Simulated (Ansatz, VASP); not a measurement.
TiAl3 in VASP and in Ansatz

Contents of INCAR:

```
  PREC = Accurate
  ENCUT = 520
  EDIFF = 1E-7
  ISMEAR = -1
  SIGMA = 0.05
  LREAL = False
  LASPH = True
  NELM = 60
  ALGO = Normal
  ISIF = 2
  LWAVE = False
  LCHARG = False
  GGA = PE
  NBANDS = 18
```

Contents of KPOINTS:

```
regular mesh
0
Gamma
  7 7 7
```

Contents of POSCAR:

```
TiAl3
1.0
    3.9556712500      0.0000000000      0.0000000000
    0.0000000000      3.9556712500      0.0000000000
    0.0000000000      0.0000000000      3.9556712500
Ti Al
1 3
Direct
    0.0000000000      0.0000000000      0.0000000000
    0.0000000000      0.5000000000      0.5000000000
    0.5000000000      0.0000000000      0.5000000000
    0.5000000000      0.5000000000      0.0000000000
```

File input.yaml:

```yaml
crystal:
  lattice:
    - [3.95567125, 0.0, 0.0]
    - [0.0, 3.95567125, 0.0]
    - [0.0, 0.0, 3.95567125]
  atoms:
    - { symbol: Ti, position: [0.0, 0.0, 0.0] }
    - { symbol: Al, position: [0.0, 0.5, 0.5] }
    - { symbol: Al, position: [0.5, 0.0, 0.5] }
    - { symbol: Al, position: [0.5, 0.5, 0.0] }
hamiltonian:
  xc: pbe
  pseudopotentials: { kind: paw }
kpoints:
  mp_grid: { grid: [7, 7, 7] }
scf:
  occupations: { method: fermi_dirac, width: 0.05 }
output:
  forces: true
  stress: true
  eigenvalues: true
```

The cell comes from a database or a generator and needn't be the stable form of this composition.

Alike in both runs: task single point; functional PBE; k mesh 7 × 7 × 7; occupations fermi-dirac, width 0.05 eV; no spin polarisation.

```csv
,VASP,Ansatz
version,VASP 6.6.1,Ansatz 0.2.0
potentials or method,"VASP PAW PBE potentials, release 64 (Ti_sv, Al)",Ansatz PAW
plane-wave cutoff (eV),520,420
valence electrons in the cell,21,21
```

|  | VASP | Ansatz | Ansatz less VASP |
| --- | --- | --- | --- |
| gap on the k mesh at the Fermi level (eV) | none | none | - |
| pressure (GPa) | 2.0 | 2.0 | +0.06 |

A gap of «none» marks a metal or a gap that the smearing closes.
